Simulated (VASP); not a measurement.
BaZrO3:

```xyz
5
Lattice="4.1894 0.0000 0.0000 0.0000 4.1894 0.0000 0.0000 0.0000 4.1894" Properties=species:S:1:pos:R:3 pbc="T T T"
Ba    0.0000    0.0000    0.0000
Zr    2.0947    2.0947    2.0947
O     2.0947    0.0000    2.0947
O     2.0947    2.0947    0.0000
O     0.0000    2.0947    2.0947
```

The cell is a database's computed one.

Base run:

| Quantity | Value |
| --- | --- |
| Program | VASP 6.6.1 |
| Functional | PBEsol |
| Potentials or basis | VASP PAW PBE potentials, release 64 (Ba_sv, Zr_sv, O) |
| Cutoff | 700 eV |
| k mesh | 6 × 6 × 6 |
| Occupations | gaussian, width 0.02 eV |
| Spin | no spin polarisation |

Its results: band gap on the k mesh 3.11 eV, indirect (least direct gap 3.33 eV); pressure 0.0 GPa.

Question: The run is repeated on the same cell with these changes: functional from PBEsol to r2SCAN; cutoff from 700 eV to 520 eV. What comes out?

Answer: Band gap on the k mesh 3.71 eV, indirect (least direct gap 3.95 eV); pressure 2.9 GPa.

r2SCAN gives the wider gap, since meta-GGAs in the generalised Kohn-Sham scheme recover part of the derivative discontinuity.

Caveats: the PAW data sets were made with another functional, which shifts forces and pressure a little; spin-orbit coupling is left out, which moves the levels of the heavy elements.

A k mesh can miss the band edges.
